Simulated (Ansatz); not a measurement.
Runs of Ansatz 0.2.0 on Lu. It takes space group Im-3m (No. 229, cubic). The conventional cell has a = 3.908 Å, b = 3.908 Å, c = 3.908 Å, α = 90.00°, β = 90.00°, γ = 90.00°. Around Lu (site symmetry m-3m) lie 8 Lu at 3.38 Å. This isn't the form of Lu at room conditions, which is hcp.

```csv
task,level,potentials or basis,spin,cell,k mesh,cutoff (eV),smearing,moments locked,sphere radius (all atoms),basis error allowed,other keys,gap on the mesh (eV),pressure (GPa),moment (μB),V0 of scaled cells (Å³/atom),B0 (GPa)
elastic constants,PBE+D3(BJ)+ATM,"all-electron LAPW, inner shells corrected to Dirac's equation",off,as given,8 × 8 × 8,194,gaussian 0.15 eV,-,-,0.001 eV/atom,-,none,(a),-,-,-
equation of state,Slater exchange only,"all-electron LAPW, inner shells corrected to Dirac's equation",off,as given,10 × 10 × 10,-,gaussian 0.025 eV,-,-,0.0005 eV/atom,-,-,-,-,(b),47
relaxation of cell and atoms,BLYP+D3(BJ)+ATM,"all-electron LAPW, relativistic spinors","SOC, no magnetisation",relaxed from: volume scaled by 1.15,8 × 8 × 8,-,fermi-dirac 0.05 eV,-,-,0.0005 eV/atom,-,-,0.0,-,-,-
single point,SVWN5,"all-electron LAPW, point nuclei","collinear, ferromagnetic start, moments held on the sites",as given,10 × 10 × 10,194,cold 0.025 eV,"each atom's moment, at its start value",-,0.0005 eV/atom,-,none,-,0.89,-,-
single point,PBE,"all-electron LAPW, scalar-relativistic",off,cell strained at random at fixed volume,10 × 10 × 10,184,fermi-dirac 0.05 eV,-,-,0.001 eV/atom,-,none,-0.4,-,-,-
projected density of states,LDA,"all-electron LAPW, scalar-relativistic","non-collinear, random start",as given,8 × 8 × 8,317,gaussian 0.1 eV,-,1.354 Å,0.001 eV/atom,hamiltonian.pseudopotentials.lapw.muffin_tin_radii = 1.354,-,-5.5,0.00,-,-
equation of state,PBE,"all-electron LAPW, scalar-relativistic",off,as given,10 × 10 × 10,-,fermi-dirac 0.05 eV,-,-,0.0005 eV/atom,-,-,-,-,29.59,44
single point,PBE,"all-electron LAPW, scalar-relativistic",off,as given,10 × 10 × 10,179,fermi-dirac 0.05 eV,-,-,0.001 eV/atom,-,none,-0.4,-,-,-
```

**Question.** Estimate the missing entries.

**Answer.** (a) -2.1; (b) 28.86.

Caveats: spin-orbit coupling is left out, which moves the levels of the heavy elements (some runs); a metal's response needs a denser mesh (some runs); the elastic tensor has a negative eigenvalue, so either the cell is unstable as it stands or the mesh is too thin (some runs); pairwise dispersion overbinds metals, which lowers pressure and volume (some runs); the SCF stop doesn't bound the stress (some runs); each atom's moment is held at its typed value, so this isn't a free magnetic state (some runs); the starting moments weren't kept (some runs).

A k mesh can miss the band edges, and rows without SOC leave out spin-orbit coupling on Lu.

A gap of «none» marks a metal or a gap under the smearing width.

The runs don't all hold the same shells in valence.
